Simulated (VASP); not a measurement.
# VASP 6.6.1, HSE06 single-point calculation, MgO (strained zincblende)

INCAR, step 1 (PBE orbitals to start from)

```
ENCUT = 520
SIGMA = 0.01
PREC = Accurate
LASPH = .TRUE.
NELM = 120
LREAL = .FALSE.
GGA = PE
NBANDS = 11
EDIFF = 1E-5
ISMEAR = 0
LCHARG = .FALSE.
LWAVE = .TRUE.
```

INCAR, step 2

```
HFSCREEN = 0.2079
PREC = Accurate
GGA = PE
ISTART = 1
PRECFOCK = Fast
ISMEAR = 0
LWAVE = .FALSE.
LREAL = .FALSE.
NBANDS = 11
AEXX = 0.25
LASPH = .TRUE.
ENCUT = 520
EDIFF = 1E-7
ISIF = 2
SIGMA = 0.01
IBRION = -1
ALGO = Normal
LHFCALC = .TRUE.
NELM = 120
LCHARG = .FALSE.
NSW = 0
```

KPOINTS

```
KPOINTS created by Atomic Simulation Environment
0
Gamma
6 6 6
0 0 0
```

KPOINTS_OPT

```
special points
6
Reciprocal
0.0000000000 0.0000000000 0.0000000000 1
-0.5000000000 -0.5000000000 0.0000000000 1
-0.3750000000 -0.3750000000 0.2500000000 1
-0.3750000000 0.0000000000 0.3750000000 1
0.0000000000 0.0000000000 0.5000000000 1
-0.5000000000 -0.2500000000 0.2500000000 1
```

POSCAR

```
Mg O
 1.0000000000000000
     0.0000000000000000    2.2934156899999998    2.2658002208000001
     2.2934156899999998    0.0000000000000000    2.2658002208000001
     2.2934156899999998    2.2934156899999998    0.0000000000000000
 Mg  O
   1   1
Cartesian
  0.0000000000000000  0.0000000000000000  0.0000000000000000
  1.1467078449999997  1.1467078449999997  1.1329001103999998
```

VASP ran with the recommended PBE PAW datasets (8 valence electrons in the cell).

Command

```
mpirun -np 1 vasp_std
```

From OUTCAR

```
k-points           NKPTS =     30   k-points in BZ     NKDIM =    216   number of bands    NBANDS=     11

   NELECT =       8.0000    total number of electrons

   dimension x,y,z NGX =    24 NGY =   24 NGZ =   24
   dimension x,y,z NGXF=    48 NGYF=   48 NGZF=   48

  energy-cutoff  :      520.00
  volume of cell :       23.84
      direct lattice vectors                 reciprocal lattice vectors
     0.000000000  2.293415690  2.265800221    -0.218015427  0.218015427  0.220672589
     2.293415690  0.000000000  2.265800221     0.218015427 -0.218015427  0.220672589
     2.293415690  2.293415690  0.000000000     0.218015427  0.218015427 -0.220672589

 k-points in reciprocal lattice and weights: KPOINTS created by Atomic Simulation Env
   0.00000000  0.00000000  0.00000000       0.005
   0.16666667 -0.00000000  0.00000000       0.037
   0.33333333  0.00000000  0.00000000       0.037
   0.50000000  0.00000000  0.00000000       0.019
   0.16666667  0.16666667  0.00000000       0.009
   0.33333333  0.16666667  0.00000000       0.037
   0.50000000  0.16666667  0.00000000       0.037
  -0.33333333  0.16666667  0.00000000       0.037
   ...

 E-fermi :  -0.2852

 k-point     1 :       0.0000    0.0000    0.0000
  band No.  band energies     occupation
      1     -17.8333      2.00000
      2      -0.4727      2.00000
      3      -0.4727      2.00000
      4      -0.4470      2.00000
      5       4.7584      0.00000
      6      18.3105      0.00000
      7      18.3106      0.00000
      8      18.3121      0.00000
      9      21.7074      0.00000
     10      21.8690      0.00000
     11      21.8690      0.00000

 k-point     2 :       0.1667   -0.0000    0.0000
  band No.  band energies     occupation
      1     -17.6690      2.00000
      2      -1.5437      2.00000
      3      -0.5320      2.00000
      4      -0.5048      2.00000
      5       6.0796      0.00000
      6      16.2203      0.00000
      7      17.9366      0.00000
      8      18.0771      0.00000
      9      20.1419      0.00000
     10      20.2577      0.00000
     11      21.0101      0.00000

 k-point     3 :       0.3333    0.0000    0.0000
  band No.  band energies     occupation
      1     -17.3204      2.00000
      2      -3.0572      2.00000
      3      -0.6467      2.00000
      4      -0.6002      2.00000
      5       8.3187      0.00000
      6      13.2001      0.00000
      7      16.5015      0.00000
      8      16.7255      0.00000
      9      20.8119      0.00000
     10      21.8399      0.00000
     11      21.8566      0.00000

 k-point     4 :       0.5000    0.0000    0.0000
  band No.  band energies     occupation
      1     -17.1347      2.00000
      2      -3.6763      2.00000
      3      -0.7022      2.00000
      4      -0.6464      2.00000
      5      10.1090      0.00000
      6      11.1178      0.00000
      7      15.9296      0.00000
      8      16.1539      0.00000
      9      21.2083      0.00000
     10      23.5351      0.00000
     11      23.5683      0.00000

 k-point     5 :       0.1667    0.1667    0.0000
  band No.  band energies     occupation
      1     -17.6120      2.00000
      2      -1.5447      2.00000
      3      -0.6967      2.00000
      4      -0.6967      2.00000
      5       6.4296      0.00000
      6      16.1382      0.00000
      7      17.2612      0.00000
      8      17.9793      0.00000
      9      17.9793      0.00000
     10      22.5225      0.00000
     11      24.0949      0.00000

 k-point     6 :       0.3333    0.1667    0.0000
  band No.  band energies     occupation
      1     -17.3247      2.00000
      2      -2.6165      2.00000
      3      -0.8781      2.00000
      4      -0.8602      2.00000
      5       8.0247      0.00000
      6      13.7609      0.00000
      7      15.7606      0.00000
      8      17.3760      0.00000
      9      19.0557      0.00000
     10      23.2602      0.00000
     11      23.6649      0.00000

 k-point     7 :       0.5000    0.1667    0.0000
  band No.  band energies     occupation
      1     -17.0833      2.00000
      2      -3.3270      2.00000
      3      -1.1691      2.00000
      4      -0.8656      2.00000
      5       9.7397      0.00000
      6      11.6537      0.00000
      7      15.3637      0.00000
      8      16.5557      0.00000
      9      20.7197      0.00000
     10      23.9751      0.00000
     11      24.2210      0.00000

 k-point     8 :      -0.3333    0.1667    0.0000
  band No.  band energies     occupation
      1     -17.1475      2.00000
      2      -3.1450      2.00000
      3      -1.2820      2.00000
      4      -0.7084      2.00000
      5       9.4629      0.00000
      6      12.1238      0.00000
      7      15.3246      0.00000
      8      16.4646      0.00000
      9      21.6703      0.00000
     10      22.3578      0.00000
     11      23.9390      0.00000

 k-point     9 :      -0.1667    0.1667    0.0000
  band No.  band energies     occupation
      1     -17.4454      2.00000
      2      -2.3159      2.00000
      3      -0.9625      2.00000
      4      -0.5383      2.00000
      5       7.5354      0.00000
      6      14.7529      0.00000
      7      15.8063      0.00000
      8      17.3182      0.00000
      9      19.5578      0.00000
     10      21.8289      0.00000
     11      24.0467      0.00000

 k-point    10 :       0.3333    0.3333    0.0000
  band No.  band energies     occupation
      1     -17.1535      2.00000
      2      -2.7408      2.00000
      3      -1.1165      2.00000
      4      -1.1165      2.00000
      5       7.8943      0.00000
      6      13.2385      0.00000
      7      15.5990      0.00000
      8      18.0651      0.00000
      9      18.0651      0.00000
     10      24.8478      0.00000
     11      24.9479      0.00000

 k-point    11 :       0.5000    0.3333    0.0000
  band No.  band energies     occupation
      1     -16.9742      2.00000
      2      -2.9211      2.00000
      3      -1.6212      2.00000
      4      -1.1707      2.00000
      5       8.2275      0.00000
      6      12.8543      0.00000
      7      15.3801      0.00000
      8      17.7496      0.00000
      9      18.4775      0.00000
     10      25.3004      0.00000
     11      25.6971      0.00000

 k-point    12 :      -0.3333    0.3333    0.0000
  band No.  band energies     occupation
      1     -16.9725      2.00000
      2      -2.5997      2.00000
      3      -2.3113      2.00000
      4      -0.9757      2.00000
      5       9.3355      0.00000
      6      12.2164      0.00000
      7      14.9507      0.00000
      8      17.0499      0.00000
      9      19.9592      0.00000
     10      23.3258      0.00000
     11      27.1938      0.00000

 k-point    13 :       0.5000    0.5000    0.0000
  band No.  band energies     occupation
      1     -16.9163      2.00000
      2      -3.1001      2.00000
      3      -1.3138      2.00000
      4      -1.3138      2.00000
      5       7.4230      0.00000
      6      12.9074      0.00000
      7      15.8555      0.00000
      8      18.2888      0.00000
      9      18.2889      0.00000
     10      23.8179      0.00000
     11      28.2719      0.00000

 k-point    14 :       0.1667    0.0000    0.1667
  band No.  band energies     occupation
      1     -17.6173      2.00000
      2      -1.5564      2.00000
      3      -0.6798      2.00000
      4      -0.6634      2.00000
      5       6.3931      0.00000
      6      15.9964      0.00000
      7      17.1526      0.00000
      8      18.0046      0.00000
      9      18.1381      0.00000
     10      22.7558      0.00000
     11      23.9972      0.00000

 k-point    15 :       0.3333    0.0000    0.1667
  band No.  band energies     occupation
      1     -17.3324      2.00000
      2      -2.6136      2.00000
      3      -0.8831      2.00000
      4      -0.8204      2.00000
      5       7.9917      0.00000
      6      13.6683      0.00000
      7      15.7271      0.00000
      8      17.5244      0.00000
      9      19.1486      0.00000
     10      23.3077      0.00000
     11      23.6987      0.00000

 k-point    16 :       0.5000   -0.0000    0.1667
  band No.  band energies     occupation
      1     -17.0878      2.00000
      2      -3.3252      2.00000
      3      -1.2056      2.00000
      4      -0.8184      2.00000
      5       9.7443      0.00000
      6      11.6435      0.00000
      7      15.2548      0.00000
      8      16.7156      0.00000
      9      20.8418      0.00000
     10      23.9561      0.00000
     11      24.1587      0.00000

 ...

  Total       -0.0956436     -0.0956436     -0.0176450      0.0000000      0.0000000      0.0000000
  in kB       -6.4290850     -6.4290850     -1.1860829      0.0000000      0.0000000      0.0000000
  external PRESSURE =      -4.6814177 kB  Pullay stress =       0.0000000 kB

 POSITION                                       TOTAL-FORCE (eV/Angst)
 -----------------------------------------------------------------------------------
      0.00000      0.00000      0.00000         0.000000      0.000000     -0.000000
      1.14671      1.14671      1.13290        -0.000000     -0.000000      0.000000
 -----------------------------------------------------------------------------------
    total drift:                                0.000003      0.000003      0.000001

  FREE ENERGIE OF THE ION-ELECTRON SYSTEM (eV)
  ---------------------------------------------------
  free  energy   TOTEN  =       -13.9402071998 eV

  energy  without entropy=      -13.9402071998  energy(sigma->0) =      -13.94020720
```

```json
{
  "gap between bands v and c": "5.21 eV",
  "least direct gap": "5.21 eV",
  "pressure": "-0.5 GPa"
}
```

Band v is the last that the valence electrons fill when counted band by band, and c is the next.

The run (its last step) took about 4.2 min on one core of a shared host (Intel Xeon 6975P-C) and held 0.28 GiB at most.
